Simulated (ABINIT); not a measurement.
Runs of ABINIT 10.8.3 (patched build) on GaSb. It takes space group F-43m (No. 216, cubic). Conventional cell: a = 6.118 Å, b = 6.118 Å, c = 6.118 Å, α = 90.00°, β = 90.00°, γ = 90.00°. Sb (site symmetry -43m) has 4 Ga at 2.65 Å as nearest neighbours. Around Ga (site symmetry -43m) lie 4 Sb at 2.65 Å. 

```csv
share of exact exchange,gap on the mesh (eV)
0.35,1.09
0.5,(b)
0.05,none
0.15,0.40
0.25,(a)
```

Alike in all rows: task single point; level HSE06; potentials or basis SPMS NC PBE v1.0; no spin polarisation; cell as given; k mesh 3 × 3 × 3; cutoff (eV) 816; smearing fermi-dirac 0.05 eV; the mesh is coarse, so values aren't converged.

Task: Estimate the missing entries.

Result: (a) 0.74; (b) 1.65.

Caveats: all runs use coarse meshes; exact exchange is summed on a coarse mesh, which widens gaps by tenths of an eV; Libxc's HSE differs a little from that of other programs; spin-orbit coupling is left out, which moves the levels of the heavy elements (some runs).

A k mesh can miss the band edges, and the runs leave out spin-orbit coupling on Ga, Sb.

A gap of «none» marks a metal or a gap under the smearing width.
